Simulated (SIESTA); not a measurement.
Runs of SIESTA 5.4.2 on Al2O3. Symmetry: P-3m1, No. 164, trigonal system. Conventional cell: a = 3.017 Å, b = 3.017 Å, c = 7.575 Å, α = 90.00°, β = 90.00°, γ = 120.00°. Al (site symmetry 3m) is surrounded by 4 O at 1.68 to 1.84 Å. Around O (site symmetry -3m) lie 2 Al at 1.68 Å. Around O (site symmetry 3m) lie 3 Al at 1.84 Å. Measurements of this composition are mostly on another form, of space group No. 167.

```csv
task,level,potentials or basis,k mesh,wannier functions,bands left out below,projections,wannier mesh,gap on the mesh (eV),pressure (GPa),V0 of scaled cells (Å³/atom),B0 (GPa),largest force (eV/Å)
equation of state,PBEsol,"PseudoDojo 0.4 standard (PBEsol files), DZP (energy shift 0.003 Ry)",8 × 8 × 3,-,-,-,-,-,-,11.78,160,-
equation of state,LDA,"PseudoDojo 0.4 standard (LDA files), DZP (energy shift 0.003 Ry)",8 × 8 × 3,-,-,-,-,-,-,11.39,171,-
Wannier functions,LDA,"PseudoDojo 0.4 standard (LDA files), SZP (energy shift 0.003 Ry)",8 × 8 × 3,9,3,["O:p"],6 × 6 × 2,2.34,(b),-,-,0.09
band structure,LDA,"PseudoDojo 0.4 standard (LDA files), DZP (energy shift 0.003 Ry)",10 × 10 × 4,-,-,-,-,2.14,-7.3,-,-,(a)
band structure,PBEsol,"PseudoDojo 0.4 standard (PBEsol files), DZP (energy shift 0.003 Ry)",10 × 10 × 4,-,-,-,-,2.10,(c),-,-,0.21
```

Alike in all rows: no spin polarisation; cell as given; smearing fermi-dirac 0.05 eV; grid cutoff 800 Ry; energy shift 0.003 Ry.

Task: Estimate the missing entries.

Result: (a) 0.30; (b) -3.0; (c) -2.2.

Caveats: the basis of atomic orbitals isn't converged, which shifts pressures, moduli and gaps; the cell was scaled at fixed shape and fractional positions, which overstates the stiffness of a crystal with free parameters, most of all of layers and chains (some runs); an odd mesh through Γ misses points on the zone boundary, where band edges often lie (some runs).

Not every run made on this cell is shown here.
